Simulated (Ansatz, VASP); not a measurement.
# Ti in VASP and in Ansatz

```
CELL_PARAMETERS angstrom
0.00000 1.97436 1.97436
1.97436 0.00000 1.97436
1.97436 1.97436 0.00000
ATOMIC_POSITIONS crystal
Ti 0.00000 0.00000 0.00000
```

This isn't the form of Ti at room conditions, which is hcp.

Alike in both runs: task single point; functional LDA; k mesh 14 × 14 × 14; occupations gaussian, width 0.1 eV; no spin polarisation.

|  | VASP | Ansatz |
| --- | --- | --- |
| version | VASP 6.6.1 | Ansatz 0.2.0 |
| potentials or method | VASP PAW LDA potentials, release 64 (Ti_sv) | plane waves, PAW |
| plane-wave cutoff (eV) | 520 | 500 |
| valence electrons in the cell | 12 | 12 |

Ansatz gave:

| Quantity | Value |
| --- | --- |
| pressure (GPa) | 5.2 |

Question: Which values does VASP return?

Answer: Pressure (GPa): 5.0.
